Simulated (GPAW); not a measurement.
Consider zinc-blende (ZnSe)1-x(BeSe)x, x = 0.25.

```xyz
16
Lattice="0.0000 5.5358 5.5358 5.5358 0.0000 5.5358 5.5358 5.5358 0.0000" Properties=species:S:1:pos:R:3 pbc="T T T"
Zn    5.5405    5.5339    0.0140
Se    1.3113    1.4614    1.4723
Zn    8.2998    8.2958   11.0639
Se    4.2275    4.0642    1.4614
Zn    2.7792    5.5293    8.3077
Se    4.2455    1.4572    4.0708
Be    5.5403    8.3000    8.2943
Se    6.8388    4.0690    4.0672
Be    0.0028    2.7673    2.7691
Se    1.3033    4.0662    4.0806
Zn    2.7688    5.5241    2.7745
Se    4.2345    6.9940    4.0690
Zn    8.3078    8.2875    5.5295
Se    4.2319    4.0616    6.9960
Zn    5.5345    5.5299    5.5365
Se    6.8449    6.9890    6.9989
```

Absorber: atom 2, with 1 Be at 2.26 Å and 3 Zn at 2.44 Å (distorted tetrahedral). Method: GPAW, PBE, excited-electron core hole (neutral cell), 16-atom cell with 7.8 Å between holes, 4×4×4 k points, dipole transitions, Gaussian full width 2.33 eV up to 4 eV, rising linearly to 3.5 eV at 25 eV.

Question: What does the Se K edge look like?

Main maxima up to 27 eV above the zero (height): 4.6 eV (1.45) and 15.2 eV (0.89). A K edge sees empty p states on the absorber. 

The Se K spectrum (energy from the bottom of the conduction band, which holds the excited electron; intensity scaled to a mean of 1 over the first 20 eV):

| E (eV) | intensity |
| --- | --- |
| -2.0 | 0.00 |
| -1.4 | 0.01 |
| -0.8 | 0.04 |
| -0.2 | 0.13 |
| 0.4 | 0.33 |
| 1.0 | 0.63 |
| 1.6 | 0.94 |
| 2.2 | 1.16 |
| 2.8 | 1.26 |
| 3.4 | 1.34 |
| 4.0 | 1.41 |
| 4.6 | 1.45 |
| 5.2 | 1.44 |
| 5.8 | 1.43 |
| 6.4 | 1.44 |
| 7.0 | 1.44 |
| 7.6 | 1.36 |
| 8.2 | 1.24 |
| 8.8 | 1.11 |
| 9.4 | 0.98 |
| 10.0 | 0.84 |
| 10.6 | 0.73 |
| 11.2 | 0.69 |
| 11.8 | 0.70 |
| 12.4 | 0.76 |
| 13.0 | 0.82 |
| 13.6 | 0.86 |
| 14.2 | 0.88 |
| 14.8 | 0.89 |
| 15.4 | 0.89 |
| 16.0 | 0.88 |
| 16.6 | 0.88 |
| 17.2 | 0.88 |
| 17.8 | 0.87 |
| 18.4 | 0.86 |
| 19.0 | 0.83 |
| 19.6 | 0.80 |
| 20.2 | 0.78 |
| 20.8 | 0.78 |
| 21.4 | 0.80 |
| 22.0 | 0.84 |
| 22.6 | 0.87 |
| 23.2 | 0.88 |
| 23.8 | 0.88 |
| 24.4 | 0.87 |
| 25.0 | 0.87 |
| 25.6 | 0.88 |
| 26.2 | 0.91 |
| 26.8 | 0.94 |
| 27.4 | 0.96 |
| 28.0 | 0.95 |

The script folds with a Gaussian, whereas the core hole's own line is a Lorentzian, so the onset is too steep and the first peak too high.

[Banner, clock and machine lines of the logs are left out without a mark of their own.]

[Logs are printed without paths, hosts, clocks, repeated set-up lines and the standing remarks that a program may print on its own settings, such as how far it seeks lower states.]

[Hosts, paths, dates, database ids (printed as entryN), source tags and the programs' standing remarks are cut or masked in the printed files.]

[Lists of maxima count a maximum above −3 eV only where it reaches 4 % of the highest in the window and stands out from its surroundings by 2 % of it (1.5 % where it reaches 55 %); shoulders and weaker maxima are passed over, and of the rest the first, up to two pre-edge ones and the few strongest are named.]
